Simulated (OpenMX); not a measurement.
Runs of OpenMX 3.8.5 on CdSe (Cadmoselite). The structure is hexagonal, space group P6_3mc (No. 186). Conventional cell: a = 4.300 Å, b = 4.300 Å, c = 7.020 Å, α = 90.00°, β = 90.00°, γ = 120.00°. Cd (site symmetry 3m) is surrounded by 4 Se at 2.61 to 2.70 Å. Se (site symmetry 3m) is surrounded by 4 Cd at 2.61 to 2.70 Å. 

```csv
task,level,potentials or basis,k mesh,max SCF cycles,"grid points, held for all volumes",gap on the mesh (eV),pressure (GPa),largest force (eV/Å)
band structure,PBE,"OpenMX 2013 PBE set, Cd7.0-s3p2d2, Se7.0-s3p2d2, grid cutoff 500 Ry",7 × 7 × 5,100,-,0.89,(c),0.33
band structure,LDA,"OpenMX 2013 LDA set, Cd7.0-s3p2d2, Se7.0-s3p2d2, grid cutoff 500 Ry",7 × 7 × 5,100,-,0.62,-1.4,0.30
band structure,LDA,"OpenMX 2013 LDA set, Cd7.0-s3p2d2, Se7.0-s3p2d2, grid cutoff 500 Ry",5 × 5 × 3,100,-,0.62,-1.3,0.30
band structure,PBE,"OpenMX 2013 PBE set, Cd7.0-s3p2d1, Se7.0-s3p2d1, grid cutoff 500 Ry",7 × 7 × 5,100,-,(b),3.9,(a)
```

Alike in all rows: no spin polarisation; cell as given; smearing fermi-dirac 0.05 eV.

Q: Estimate the missing entries.

A: (a) 0.35; (b) 0.85; (c) 3.6.

Caveats: the basis of atomic orbitals isn't converged, which shifts pressures, moduli and gaps.

A k mesh can miss the band edges, and the runs leave out spin-orbit coupling on Cd, Se.

Not every run made on this cell is shown here.
